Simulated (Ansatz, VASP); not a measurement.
# One calculation of Si, two programs

```
Si
1.0
     3.84720    0.00000    0.00000
    -1.92360    3.33177    0.00000
     0.00000    0.00000   18.44470
Si
4
Direct
  0.33333 0.66667 0.26958
  0.66667 0.33333 0.24397
  0.00000 0.00000 0.51314
  0.33333 0.66667 0.48753
```

Alike in both runs: task single point; functional PBE; dispersion D3(BJ); k mesh 9 × 9 × 1; occupations gaussian, width 0.1 eV; no spin polarisation.

|  | VASP | Ansatz |
| --- | --- | --- |
| version | VASP 6.6.1 | Ansatz 0.2.0 |
| potentials or method | VASP PAW PBE potentials, release 64 (Si) | scalar-relativistic, plane waves, PAW |
| plane-wave cutoff (eV) | 520 | 420 |
| valence electrons in the cell | 16 | 16 |

Ansatz gave:

| Quantity | Value |
| --- | --- |
| gap on the k mesh at the Fermi level (eV) | none |
| rms of the force components (eV/Å) | 0.097 |
| work function, face that differs most (eV) | 4.61 |

Task: What did VASP give for the same quantities?

Result: gap on the k mesh at the Fermi level (eV): none; rms of the force components (eV/Å): 0.095; work function, face that differs most (eV): 4.62.

Atom by atom the forces differ by 0.004 eV/Å (rms over components). A gap of «none» marks a metal or a gap that the smearing closes. Ansatz warned: «xc_potential_rough_in_thin_density».
